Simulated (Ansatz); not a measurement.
# S on Ir (Iridium) (111)

This session takes Ir (Iridium) and sets out to cut and relax a (111) slab, then compare the adsorption sites of S.

The COD entry's cell or inner coordinates are ideal or old and differ from later refinements, so a difference from it is no clean test against experiment.

Program: Ansatz 0.2.0. Level of theory: DFT PBE+D3(BJ), scalar-relativistic, plane waves, PAW. These are calculated values, not measurements.

## Step 1: Starting point

Symmetry: Fm-3m, No. 225, cubic system. The conventional cell has a = 3.841 Å, b = 3.841 Å, c = 3.841 Å, α = 90.00°, β = 90.00°, γ = 90.00°. Ir (site symmetry m-3m) has 12 Ir at 2.72 Å as nearest neighbours.

Coordinates:

```xyz
1
Lattice="0.0000 1.9203 1.9203 1.9203 0.0000 1.9203 1.9203 1.9203 0.0000" Properties=species:S:1:pos:R:3 pbc="T T T"
Ir    0.0000    0.0000    0.0000
```

This cell was relaxed beforehand with the same method: volume 14.16 Å³/atom, gap on the mesh none (metal).

## Step 2: Cutting the slab

Miller indices refer to the conventional cell of the relaxed bulk, Fm-3m (No. 225): a = 3.841 Å, b = 3.841 Å, c = 3.841 Å, α = 90.00°, β = 90.00°, γ = 90.00°.

A (111) slab, 6.7 Å thick as cut, with 17 Å of vacuum; its outer planes are Ir (top) and Ir (bottom).

The slab as cut. Its planes from the bottom up:

| plane | atoms per cell | height over the lowest (Å) |
| --- | --- | --- |
| 1 | Ir3 | 0.00 |
| 2 | Ir3 | 2.22 |
| 3 | Ir3 | 4.43 |
| 4 | Ir3 | 6.65 |

## Step 3: The clean surface, relaxed

Input file input.yaml:

```yaml
crystal:
  lattice:
    - [4.7036899471, 0.0, 0.0]
    - [-2.3518449735, 4.0735149857, 0.0]
    - [0.0, 0.0, 23.6520221164]
  atoms:
    - { symbol: Ir, position: [0.0, 0.3333333333, 0.3593773064] }
    - { symbol: Ir, position: [0.3333333333, 0.0, 0.3593773064] }
    - { symbol: Ir, position: [0.6666666667, 0.6666666667, 0.3593773064] }
    - { symbol: Ir, position: [0.3333333333, 0.3333333333, 0.4531257688] }
    - { symbol: Ir, position: [0.6666666667, 0.0, 0.4531257688] }
    - { symbol: Ir, position: [0.0, 0.6666666667, 0.4531257688] }
    - { symbol: Ir, position: [0.6666666667, 0.3333333333, 0.5468742312] }
    - { symbol: Ir, position: [0.0, 0.0, 0.5468742312] }
    - { symbol: Ir, position: [0.3333333333, 0.6666666667, 0.5468742312] }
    - { symbol: Ir, position: [0.0, 0.3333333333, 0.6406226936] }
    - { symbol: Ir, position: [0.3333333333, 0.0, 0.6406226936] }
    - { symbol: Ir, position: [0.6666666667, 0.6666666667, 0.6406226936] }
basis:
  ecutwfc: 420
kpoints:
  mp_grid: { grid: [6, 6, 1] }
hamiltonian:
  xc: pbe
  dispersion: d3bj
scf:
  occupations: { method: gaussian, width: 0.1 }
output:
  forces: true
  eigenvalues: true
relax:
  adjacent_minimum: "off"
  f_tol: 0.03
  max_steps: 70
  constraints: [{ sites: [0, 1, 2, 3, 4, 5] }]
efield:
  axis: 3
  dipole_correction: true
```

Run with:

```sh
> ansatz run input.yaml --threads 4 --pin off --max-ram 10240MiB --backend cpu --events-out ev --progress --plain --runs-dir out
```

Further runs follow: S put at a top (Ir) site; S at the hollow (nearest Ir) site; S put at a bridge (Ir-Ir) site; S at the hollow over Ir site.

What does the calculation give? Wanted: clean slab: work function; S: lowest end.

The runs gave:

| quantity | value |
| --- | --- |
| clean slab: work function | 5.39 eV |
| S: lowest end | E_ads -5.66 eV, from the bridge (Ir-Ir) start, 3 bonded, 1.69 Å high |

The strongest binding of S is 5.66 eV, a strong chemical bond when counted from the free atom, not from the element's molecule or solid; the ends span 2.05 eV. On the way to the lowest end the anchoring atom slid 0.8 Å from where it was put. It lowers the work function by 0.46 eV, as a dipole layer with its positive end outwards does. The slab runs have no spin polarisation, while the free adsorbate has its spin; a moment that survived on the surface would lower E_ads. A start on a symmetric site keeps its symmetry, so an end may be a saddle point and not a minimum. Spin-orbit coupling is left out for Ir.
